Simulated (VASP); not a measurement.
TiSi2: band structure with r2SCAN

The system is TiSi2.

```
Ti Si
1.0
     0.00000    4.11752    4.26290
     2.38951    0.00000    4.26290
     2.38951    4.11752    0.00000
Ti Si
2 4
Direct
  0.75000 0.75000 0.75000
  0.50000 0.50000 0.50000
  0.41257 0.08743 0.41257
  0.08743 0.41257 0.08743
  0.16257 0.83743 0.16257
  0.83743 0.16257 0.83743
```

The cell is a database's computed one.

```yaml
Program: VASP 6.6.1
Task: band structure
Functional: r2SCAN
Potentials_or_basis: VASP PAW PBE potentials, release 64 (Ti_sv, Si)
Cutoff: 520 eV
k_mesh: 7 × 7 × 7
Occupations: fermi-dirac, width 0.05 eV
Spin: no spin polarisation
Further_INCAR_settings: ALGO = Normal; EDIFF = 1e-06; NBANDS = 29
```

```json
{
  "Pressure": "0.1 GPa",
  "Largest force": "0.024 eV/Å",
  "Band gap along the path": "none (metal or under the smearing width)"
}
```

Forces in eV/Å, atoms in the order of the input:
```
Ti   0.000  0.000  0.000
Ti   0.000  0.000  0.000
Si   0.000 -0.024  0.000
Si   0.000  0.024  0.000
Si   0.000 -0.024  0.000
Si   0.000  0.024  0.000
```

Stress tensor (GPa, compression positive):
```
 0.39  0.00  0.00
 0.00 -0.71  0.00
 0.00  0.00  0.58
```

Levels at the corners of the path, in eV from the Fermi level:
| point | band 17 | band 18 | band 19 | band 20 | band 21 | band 22 | band 23 | band 24 |
| --- | --- | --- | --- | --- | --- | --- | --- | --- |
| Γ | -2.45 | -2.32 | -2.02 | -1.57 | -0.99 | 2.26 | 3.37 | 3.64 |
| Y | -2.52 | -2.52 | -0.93 | -0.93 | 1.39 | 1.39 | 3.57 | 3.57 |
| Y | -2.52 | -2.52 | -0.93 | -0.93 | 1.39 | 1.39 | 3.57 | 3.57 |
| T | -1.17 | -1.17 | -0.72 | -0.72 | 0.91 | 0.91 | 2.46 | 2.46 |
| T | -1.17 | -1.17 | -0.72 | -0.72 | 0.91 | 0.91 | 2.46 | 2.46 |
| Z | -1.78 | -1.78 | -1.07 | -1.07 | 0.81 | 0.81 | 3.42 | 3.42 |
| Z | -1.78 | -1.78 | -1.07 | -1.07 | 0.81 | 0.81 | 3.42 | 3.42 |
| Γ | -2.45 | -2.32 | -2.02 | -1.57 | -0.99 | 2.26 | 3.37 | 3.64 |
| Γ | -2.45 | -2.32 | -2.02 | -1.57 | -0.99 | 2.26 | 3.37 | 3.64 |
| X | -1.48 | -0.45 | 0.06 | 0.17 | 0.78 | 1.02 | 1.90 | 2.70 |
| X | -1.48 | -0.45 | 0.06 | 0.17 | 0.78 | 1.02 | 1.90 | 2.70 |
| A1 | -1.83 | -1.83 | -1.49 | -1.49 | 1.50 | 1.50 | 2.33 | 2.33 |
| A1 | -1.83 | -1.83 | -1.49 | -1.49 | 1.50 | 1.50 | 2.33 | 2.33 |
| Y | -2.52 | -2.52 | -0.93 | -0.93 | 1.39 | 1.39 | 3.57 | 3.57 |
| T | -1.17 | -1.17 | -0.72 | -0.72 | 0.91 | 0.91 | 2.46 | 2.46 |
| X1 | -1.48 | -0.45 | 0.06 | 0.17 | 0.78 | 1.02 | 1.90 | 2.70 |
| X | -1.48 | -0.45 | 0.06 | 0.17 | 0.78 | 1.02 | 1.90 | 2.70 |
| A | -1.83 | -1.83 | -1.49 | -1.49 | 1.50 | 1.50 | 2.33 | 2.33 |
| A | -1.83 | -1.83 | -1.49 | -1.49 | 1.50 | 1.50 | 2.33 | 2.33 |
| Z | -1.78 | -1.78 | -1.07 | -1.07 | 0.81 | 0.81 | 3.42 | 3.42 |
| L | -2.07 | -1.12 | -0.02 | 0.17 | 1.04 | 1.48 | 1.77 | 2.40 |
| Γ | -2.45 | -2.32 | -2.02 | -1.57 | -0.99 | 2.26 | 3.37 | 3.64 |

It took 40 min on 1 thread of Intel(R) Xeon(R) Platinum 8375C CPU @ 2.90GHz (Ice Lake) (shared host), peak memory 0.38 GiB.

Caveat: the PAW data sets were made with another functional, which shifts forces and pressure a little.
